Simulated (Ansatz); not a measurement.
NaI, CsCl type, relaxed with r2SCAN: 8 runs in Ansatz 0.2.0, each a construction of maximally localised Wannier functions. Space group Pm-3m (No. 221), cubic; conventional cell a = 4.041 Å, 32.98 Å³ an atom. Na is surrounded by 8 I at 3.50 Å; I is surrounded by 8 Na at 3.50 Å. Simulation only: spin-unpolarised, and no claim that this is the phase found in nature.

```yaml
crystal:
  lattice:
    - [4.04054, 0.00000, 0.00000]
    - [0.00000, 4.04054, 0.00000]
    - [0.00000, 0.00000, 4.04054]
  atoms:
    - { symbol: Na, position: [0.00000, 0.00000, 0.00000] }
    - { symbol: I, position: [0.50000, 0.50000, 0.50000] }
```

Windows count from the top of the filled bands; a dash means that no such window was set (without an outer window there is no disentanglement). Rows marked drawn have settings drawn at random (some not listed).

```tsv
functional	SCF mesh	trial orbitals	functions	mesh	window (eV)	frozen (eV)	settings	Ω total (Å²)	Ω invariant (Å²)	largest spread (Å²)	least projectability	interpolation miss of the model's filled bands (eV, to the nearest computed level)
PBE	6×6×6	I s, I p	4	4×4×4	–	–	chosen	6.74	5.46	1.70	0.97	0.113
PBE	6×6×6	I s, I p	4	6×6×6	–	–	chosen	7.12	5.82	1.79	0.96	0.034
PBE	6×6×6	I p	3	4×4×4	–	–	chosen	6.62	6.60	2.21	0.94	0.114
r2SCAN	6×6×6	I s, I p	4	4×4×4	–	–	chosen	6.59	5.30	1.66	0.98	0.087
HSE06	4×4×4	I s, I p	4	4×4×4	–	–	chosen	6.60	5.31	1.66	0.98	–
PBE	6×6×6	I s, I p	4	5×5×5	–	–	drawn	6.98	5.68	1.75	0.96	0.065
PBE	6×6×6	Na s, I p (plain search)	4	4×4×4	-10.0 to +14.3	-7.0 to +3.1	drawn	9.64	9.56	3.30	0.58	0.045
```

**Question.** Estimate from these rows what the further settings give.

| functional | SCF mesh | trial orbitals | functions | mesh | window (eV) | frozen (eV) | settings |
| --- | --- | --- | --- | --- | --- | --- | --- |
| r2SCAN | 6×6×6 | I p | 3 | 4×4×4 | – | – | chosen |

**Answer.**
```
functional  SCF mesh  trial orbitals  functions   mesh  window (eV)  frozen (eV)  settings  Ω total (Å²)  Ω invariant (Å²)  largest spread (Å²)  least projectability  interpolation miss of the model's filled bands (eV, to the nearest computed level)
    r2SCAN     6×6×6             I p          3  4×4×4            –            –    chosen          6.48              6.47                 2.16                  0.94                                                                               0.087
```

A dash in the last column means that the miss wasn't evaluated.

For I s, I p with PBE the spread goes 6.74 Å² (4×4×4), 7.12 Å² (6×6×6): finite differences on a coarse mesh understate it.

No spin-orbit coupling is included; it can move band edges with weight on the heavy atoms by tenths of an eV.
